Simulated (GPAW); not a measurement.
## InP: single point with PBE

Crystal: InP.

```
In P
1.0
     0.00000    2.93050    2.93050
     2.93050    0.00000    2.93050
     2.93050    2.93050    0.00000
In P
1 1
Direct
  0.00000 0.00000 0.00000
  0.75000 0.75000 0.75000
```

- Program: GPAW 26.7.0
- Task: single point
- Functional: PBE
- Potentials or basis: GPAW PAW data sets (gpaw-data 1.2.1)
- Cutoff: 600 eV
- Basis: pw
- k mesh: 10 × 10 × 10
- Occupations: fermi-dirac, width 0.05 eV
- Spin: no spin polarisation
- Maxiter: 100

```
Pressure               : 3.1 GPa
Band gap on the k mesh : 0.71 eV, direct
```

Levels at points of the mesh, in eV from the valence-band top:
| k point | band 7 | band 8 | band 9 | band 10 | band 11 | band 12 |
| --- | --- | --- | --- | --- | --- | --- |
| (0.00, 0.00, 0.00) | 0.00 | 0.00 | 0.00 | 0.71 | 4.07 | 4.07 |
| (0.50, 0.50, 0.00) | -5.75 | -2.33 | -2.33 | 1.76 | 2.28 | 9.21 |
| (0.50, 0.50, 0.50) | -5.73 | -0.98 | -0.98 | 1.50 | 4.80 | 4.80 |

It took 20 s on 1 thread of Arm Neoverse V2, on a shared host, peak memory 0.18 GiB.

Caveat: spin-orbit coupling is left out, which moves the levels of the heavy elements.
